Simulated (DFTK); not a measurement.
Runs of DFTK 0.8.2 on Ir. The structure is cubic, space group Fm-3m (No. 225). The conventional cell has a = 3.831 Å, b = 3.831 Å, c = 3.831 Å, α = 90.00°, β = 90.00°, γ = 90.00°. Around Ir (site symmetry m-3m) lie 12 Ir at 2.71 Å. 

```csv
task,level,potentials or basis,k mesh,cutoff (eV),valence electrons,SCF solver,gap on the mesh (eV),pressure (GPa),V0 of scaled cells (Å³/atom),B0 (GPa)
band structure,PBEsol,SG15 1.2 (PBE),12 × 12 × 12,1225,Ir 17,-,none,-0.3,-,-
band structure,PBEsol,SG15 1.2 (PBE),12 × 12 × 12,952,Ir 17,-,none,-0.3,-,-
equation of state,PBEsol,SG15 1.2 (PBE),9 × 9 × 9,952,Ir 17,-,-,-,(c),390
band structure,PBE,SG15 1.2 (PBE),12 × 12 × 12,952,Ir 17,-,none,(a),-,-
band structure,r2SCAN,"in-house norm-conserving set (r2SCAN, scalar relativistic)",11 × 11 × 11,925,Ir 17,ScfAndersonSolver,none,4.9,-,-
equation of state,RPBE,SG15 1.2 (PBE),9 × 9 × 9,952,Ir 17,-,-,-,(b),335
band structure,LDA,"cp2k.nc.sr.lda.v0_1.largecore.gth (LDA, GTH, large core)",12 × 12 × 12,1034,Ir 9,-,none,6.8,-,-
equation of state,PBE,dojo.nc.sr.pbe.v0_4_1.standard.upf (PBE),12 × 12 × 12,1088,Ir 17,-,-,-,14.45,351
```

Alike in all rows: no spin polarisation; cell as given; smearing fermi-dirac 0.05 eV.

Problem. Estimate the missing entries.

Solution. (a) 10.5; (b) 14.61; (c) 14.04.

Caveats: the potentials were made for another functional, which shifts forces and pressure (some runs); GTH potentials come without recommended cutoffs, and this one wasn't checked for convergence (some runs); this set keeps more shells in the core, which shifts pressures and gaps (some runs).

A k mesh can miss the band edges, and the runs leave out spin-orbit coupling on Ir.

A gap of «none» marks a metal or a gap under the smearing width.

Not every run made on this cell is shown here.
